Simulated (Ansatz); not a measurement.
# Structure optimisation: arsenic, black arsenic (Cmce)

All numbers below come from DFT, PBE, plane waves (420 eV) with PAW, scalar-relativistic (Ansatz).

k-point mesh 9×9×7, Fermi-Dirac smearing 0.1 eV, no spin polarisation. Cell and atoms relax.

Starting structure:

```
As
1.0
     1.81500   -5.48000    0.00000
     1.81500    5.48000    0.00000
     0.00000    0.00000    4.45000
As
4
Direct
  0.09800 0.90200 0.91000
  0.59800 0.40200 0.59000
  0.90200 0.09800 0.09000
  0.40200 0.59800 0.41000
```

**Question.** What cell does the relaxation end in?

**Answer.** Cmce with a = 3.705 Å, b = 11.413 Å, c = 4.669 Å; 24.68 Å³ per atom against 22.13 at the start (11.5 %).

**Question.** How much energy does the relaxation gain?

**Answer.** 329.8 meV per atom.

Path of the relaxation (the plane waves are chosen anew near the end, which can shift the energy a little):

| step | E − E(final) (meV/atom) | V (Å³/atom) | P (GPa) | max force (eV/Å) |
| --- | --- | --- | --- | --- |
| 0 | 329.78 | 22.130 | 18.10 | 2.273 |
| 1 | 11.81 | 23.518 | 3.05 | 0.263 |
| 2 | 3.85 | 25.351 | -0.06 | 0.213 |
| 3 | 0.74 | 24.961 | -0.11 | 0.010 |
| 4 | 0.55 | 24.778 | 0.01 | 0.012 |
| 5 | 0.51 | 24.681 | -0.02 | 0.005 |
| 6 | 0.00 | 24.681 | 0.00 | 0.005 |
